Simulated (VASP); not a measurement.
# Si2Mo (I4/mmm) in VASP: equation of state, part 2 of 2

VASP 6.6.1.

## (7) Equation of state, PBEsol, 14.22 Å³/atom (volume scaled by 1.06)

The input, INCAR:

```
SYSTEM = Si2Mo
PREC = Accurate
ENCUT = 520
EDIFF = 1E-7
ISMEAR = -1
SIGMA = 0.05
LREAL = .False.
LASPH = .True.
NELM = 80
ALGO = Normal
ISIF = 2
LWAVE = .False.
LCHARG = .False.
GGA = PS
NBANDS = 18
```

The input, KPOINTS:

```
regular mesh
0
Gamma
  12 12 12
  0 0 0
```

The input, POSCAR:

```
Si2Mo
1.0
   -1.6313805159      1.6313805159      4.0075881985
    1.6313805159     -1.6313805159      4.0075881985
    1.6313805159      1.6313805159     -4.0075881985
Mo Si
1 2
Direct
    0.0000000000      0.0000000000      0.0000000000
    0.6670000000      0.6670000000      0.0000000000
    0.3330000000      0.3330000000      0.0000000000
```

Potentials or basis: VASP PAW PBE potentials, release 64 (Mo_sv, Si).

On the command line:

```console
$ cat potpaw_PBE.64/Mo_sv/POTCAR potpaw_PBE.64/Si/POTCAR > POTCAR
$ mpirun -np 1 vasp_std > vasp.out
```

OUTCAR:

```text
SYSTEM = Si2Mo
   PREC = Accurate
   ENCUT = 520
   EDIFF = 1E-7
   ISMEAR = -1
   LREAL = .False.
   LASPH = .True.
   NELM = 80
   ISIF = 2
   GGA = PS

 Found    163 irreducible k-points:

 Following reciprocal coordinates:
            Coordinates               Weight
  0.000000  0.000000  0.000000      1.000000
  0.083333 -0.000000  0.000000      8.000000
  0.166667 -0.000000  0.000000      8.000000
  0.250000 -0.000000  0.000000      8.000000
  0.333333 -0.000000  0.000000      8.000000
  0.416667 -0.000000  0.000000      8.000000
   k-points           NKPTS =    163   k-points in BZ     NKDIM =    163   number of bands    NBANDS=     18
   number of dos      NEDOS =    301   number of ions     NIONS =      3
   total plane-waves  NPLWV =  46656
   dimension x,y,z NGX =    36 NGY =   36 NGZ =   36
   dimension x,y,z NGXF=    72 NGYF=   72 NGZF=   72
   ions per type =               1   2
   NGX,Y,Z   is equivalent  to a cutoff of  12.94, 12.94, 12.94 a.u.
   NGXF,Y,Z  is equivalent  to a cutoff of  25.88, 25.88, 25.88 a.u.
 SYSTEM =  Si2Mo
   PREC   = accura    normal or accurate (medium, high low for compatibility)
   ISTART =      0    job   : 0-new  1-cont  2-samecut
   ICHARG =      2    charge: 1-file 2-atom 10-const
[... 48 lines left out ...]
  ext. energy  EPLUGINS =         0.00000000
  ---------------------------------------------------
  free energy    TOTEN  =       -24.95026296 eV

  energy without entropy =      -24.94773178  energy(sigma->0) =      -24.94899737

 E-fermi :  11.3348     XC(G=0): -12.2374

 val. band max:       11.2683190855   @ k =  -0.3333  -0.4167   0.3333
 cond. band min:      11.3829218242   @ k =   0.0833  -0.0000   0.0000
 fundamental gap:      0.1146027387
 Fermi energy:        11.3347867403

 k-point     1 :       0.0000    0.0000    0.0000
  band No.  band energies     occupation
      1     -49.3858      2.00000
      2     -23.5417      2.00000
      3     -23.4686      2.00000
      4     -23.4686      2.00000
      5      -1.6749      2.00000
      6       5.3367      2.00000
[... 103 lines left out ...]
      5       1.0380      2.00000
      6       3.0867      2.00000
[... 10 lines left out ...]
     17      17.4194      0.00000
     18      18.7136      0.00000

 [... further k-points ...]
[... 5 lines left out ...]
  --------------------------------------------------------------------------------------
  -------------------------------------------------------------------------------------
  Total       -3.2881028     -3.2881028     -3.9747235      0.0000000      0.0000000      0.0000000
  in kB     -123.4816272   -123.4816272   -149.2670264      0.0000000      0.0000000      0.0000000
  external PRESSURE =    -132.0767603 kB  Pullay stress =       0.0000000 kB

 VOLUME and BASIS-vectors are now :
 -----------------------------------------------------------------------------
  energy-cutoff  :      520.00
  volume of cell :       42.66
      direct lattice vectors                 reciprocal lattice vectors
    -1.631380516  1.631380516  4.007588198     0.000000000  0.306488888  0.124763318
     1.631380516 -1.631380516  4.007588198     0.306488888  0.000000000  0.124763318
     1.631380516  1.631380516 -4.007588198     0.306488888  0.306488888  0.000000000

 POSITION                                       TOTAL-FORCE (eV/Angst)
 -----------------------------------------------------------------------------------
      0.00000      0.00000      0.00000        -0.000000     -0.000000      0.000000
      0.00000      0.00000      5.34612         0.000000      0.000000     -0.403973
      0.00000      0.00000      2.66905         0.000000      0.000000      0.403973
 -----------------------------------------------------------------------------------
    total drift:                                0.000000      0.000000     -0.000000

  FREE ENERGIE OF THE ION-ELECTRON SYSTEM (eV)
  ---------------------------------------------------
  free  energy   TOTEN  =       -24.9502629613 eV

  energy  without entropy=      -24.9477317825  energy(sigma->0) =      -24.94899737
```

OSZICAR:

```text
N       E                     dE             d eps       ncg     rms          rms(c)
DAV:   1     0.118103406609E+03    0.11810E+03   -0.11206E+04  5876   0.116E+03
DAV:   2    -0.228659156891E+02   -0.14097E+03   -0.13809E+03  6930   0.295E+02
DAV:   3    -0.259765234127E+02   -0.31106E+01   -0.30789E+01  7386   0.390E+01
DAV:   4    -0.259952005189E+02   -0.18677E-01   -0.18654E-01  6864   0.324E+00
DAV:   5    -0.259953292690E+02   -0.12875E-03   -0.12874E-03  6912   0.289E-01    0.196E+01
DAV:   6    -0.251773787208E+02    0.81795E+00   -0.70495E+00  6156   0.165E+01    0.407E+00
DAV:   7    -0.249972765990E+02    0.18010E+00   -0.12242E+00  6132   0.638E+00    0.399E+00
DAV:   8    -0.249518160825E+02    0.45461E-01   -0.12539E-01  6354   0.247E+00    0.460E-01
DAV:   9    -0.249504036677E+02    0.14124E-02   -0.27783E-03  7114   0.383E-01    0.266E-01
DAV:  10    -0.249502908137E+02    0.11285E-03   -0.69125E-04  6470   0.223E-01    0.652E-02
DAV:  11    -0.249502703558E+02    0.20458E-04   -0.28911E-04  6348   0.124E-01    0.529E-02
DAV:  12    -0.249502633408E+02    0.70150E-05   -0.32183E-05  6240   0.397E-02    0.114E-02
DAV:  13    -0.249502632052E+02    0.13559E-06   -0.59714E-07  6702   0.534E-03    0.218E-03
DAV:  14    -0.249502629803E+02    0.22496E-06   -0.21667E-07  4690   0.269E-03    0.101E-03
DAV:  15    -0.249502629613E+02    0.19001E-07   -0.57273E-09  3204   0.564E-04
   1 F= -.24950263E+02 E0= -.24948997E+02  d E =-.253118E-02
```

Run time: 69 s. Hardware: 1 thread of Intel Xeon 6975P-C (Granite Rapids), shared host; peak memory 0.28 GiB.

What came out:

* Free energy: -24.9503 eV
* Pressure: -13.2 GPa
* Largest force: 0.404 eV/Å
* Band gap on the k mesh: none (metal or under the smearing width)

Caveat: the PAW data sets were made with another functional, which shifts forces and pressure a little.

## (8) Equation of state, PBEsol

Potentials or basis: VASP PAW PBE potentials, release 64 (Mo_sv, Si).

This step only gathers the single runs of the series.

What came out:

```
Equilibrium volume                        : 13.27 Å³/atom
Bulk modulus at fixed shape and positions : 222 GPa
Pressure derivative of the bulk modulus   : 4.4
```

Energy against volume, from the lowest point:
```csv
volume (Å³/atom),energy (meV/atom)
12.611,24.28
12.879,7.71
13.148,0.00
13.416,0.22
13.684,7.56
13.953,21.27
14.221,40.69
```

Caveat: the cell was scaled at fixed shape and fractional positions, which overstates the stiffness of a crystal with free parameters, most of all of layers and chains; the PAW data sets were made with another functional, which shifts forces and pressure a little.
